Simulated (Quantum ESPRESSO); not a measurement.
## Ta and the effect of the dispersion correction

The cell as given:

```
Ta
1.0
    -1.65128    1.65128    1.65128
     1.65128   -1.65128    1.65128
     1.65128    1.65128   -1.65128
Ta
1
Direct
  0.00000 0.00000 0.00000
```

Kept alike: task relaxation of cell and atoms; functional revPBE; k mesh 11 × 11 × 11; occupations fermi-dirac, width 0.05 eV; no spin polarisation. Program: Quantum ESPRESSO, PseudoDojo 0.4.1 SR PBE standard, cutoff 789 eV. The mesh is that of the run's cell of 1 atom. No spin-orbit coupling.

| dispersion correction | volume (Å³/atom) |
| --- | --- |
| D2 | 17.023 |
| D3(zero) | 17.471 |
| D3(BJ) | 17.602 |
| none | 18.476 |
| rVV10 | 18.152 |

The relaxations keep at least the cell's symmetry (Im-3m). For a metal such a mesh leaves the last digits unconverged. Relaxations stop with a little pressure left, so the last digits of a volume or edge aren't settled. All rows use potentials made for PBE.

What does the dispersion correction change here?

The volume runs from 17.023 (D2) to 18.476 Å³/atom (none). Against no correction: D2 -7.9 %; D3(zero) -5.4 %; D3(BJ) -4.7 %; rVV10 -1.8 %. Dispersion terms mostly attract and so lower the volume; the schemes' coefficients and damping set how far.
